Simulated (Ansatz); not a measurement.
This script for Ansatz 0.2.0 through its Python package starts 3 runs on FeO, space group I4/mmm. What input does the engine get in each?

Script `feo.py`:
```python
"""Response of the spins of FeO to a Zeeman field."""

import ansatz
import numpy as np


def main() -> None:
    lattice = ansatz.Lattice.of(
        (2.628166, -1.602104, 0.0),
        (2.628166, 1.602104, 0.0),
        (-1.34983, 0.0, 5.080059),
    )
    sites = [
        ("Fe", (0.5, 0.5, 0.5)),
        ("Fe", (0.0, 0.0, 0.0)),
        ("O", (0.75, 0.75, 0.25)),
        ("O", (0.25, 0.25, 0.75)),
    ]
    structure = ansatz.Crystal(lattice=lattice)
    for symbol, position in sites:
        structure = structure.atom(symbol, position)
    structure = structure.moments(Fe=4.5)

    base = (
        structure.calculation()
        .functional(ansatz.Functional.R2SCAN)
        .basis(300, density_ratio=8)
        .kpoints(spacing=0.29)
        .occupations("methfessel_paxton", width=0.01)
        .mixing("anderson", beta=0.3)
        .spin("collinear")
    )
    # the field acts on the spins alone; such large fields lift the response over the noise
    rows = []
    for tesla in [-200, 0, 200]:
        data = (base.magnetic_field(tesla) if tesla else base).run().report
        rows.append((tesla, data["magnetization_mub"], data["free_energy_ev"], data["components"].get("e_zeeman", 0.0)))
    print("         B (T)      moment muB            F eV  Zeeman term eV")
    for row in rows:
        print(f"{str(row[0]):>14s}  {row[1]:14.4f}  {row[2]:14.5f}  {row[3]:14.5f}")
    slope = np.polyfit([row[0] for row in rows], [row[1] for row in rows], 1)[0]
    print(f"dM/dB = {1000 * slope:.4f} muB per 1000 T per cell")


if __name__ == "__main__":
    main()
```

Run 1:
```yaml
crystal:
  lattice:
    - [2.628166, -1.602104, 0.0]
    - [2.628166, 1.602104, 0.0]
    - [-1.34983, 0.0, 5.080059]
  atoms:
    - { symbol: Fe, position: [0.5, 0.5, 0.5] }
    - { symbol: Fe, position: [0.0, 0.0, 0.0] }
    - { symbol: O, position: [0.75, 0.75, 0.25] }
    - { symbol: O, position: [0.25, 0.25, 0.75] }
basis:
  ecutwfc: 300.0
  ecutrho_ratio: 8
kpoints:
  mp_grid:
    kspacing: 0.29
hamiltonian:
  xc: r2scan
magnetization:
  spin_polarized: true
  per_species:
    Fe: 4.5
  magnetic_field: -200.0
scf:
  mixing:
    algorithm: anderson
    beta: 0.3
  occupations:
    method: methfessel_paxton
    width: 0.01
```

Run 2, against run 1:
```diff
-  magnetic_field: -200.0
```

Run 3, against run 1:
```diff
-  magnetic_field: -200.0
+  magnetic_field: 200.0
```

Running `python feo.py` prints:
```text
DeckWarning: basis.ecutwfc = 300 eV is below the records' recommended 500 eV, and the density's cutoff is lower with it unless basis.ecutrho_ratio is high enough to keep the records' density cutoff: compare with a run at a higher cutoff
RunWarning: the run takes no state from an SCF along what the orbitals of the run's state read of its open shells (or to have them read: on a GPU, or by another smearing), with 4 of the crystal's [...]
DeckWarning: where an SCF of this run starts from atoms to list the orders of its open shells, Fe (sites 0, 1, from 0) starts with 4.00 μB on its 3d shell, in the place of the 4.50 μB that the deck [...]
         B (T)      moment muB            F eV  Zeeman term eV
          -200         -8.0063    -10107.11436        -0.09269
             0          8.0063    -10107.02149         0.00000
           200          8.0063    -10107.11418        -0.09269
dM/dB = 40.0313 muB per 1000 T per cell
```
(Warnings from the package without file and line, shortened.)

These settings explore the input space; cutoff and mesh may be short of convergence. The cutoff lies under the one recommended for these potentials. The magnetic order follows from the starting moments and needn't be the lowest. For a metal this k-point mesh is coarse: on a finer one energies can move by several to tens of meV an atom and pressures by half a GPa or more, differences at one mesh by less. Without a Hubbard U or exact exchange, semilocal functionals often make such 3d compounds metallic or too weakly gapped. r2SCAN tends to overestimate the moments of itinerant magnets. The structure comes from a database of computed cells and needn't be a stable or known phase. Orbital magnetism is left out. The response of a metal hangs strongly on mesh and smearing, and a straight-line fit holds only where the moment is linear in the field. Finished in 18 min on 1 thread of Intel(R) Xeon(R) CPU @ 2.60GHz (Ice Lake), on a shared host, peak memory 1.4 GiB.

(Lines on the test bed's own set-up are left out of the output.)
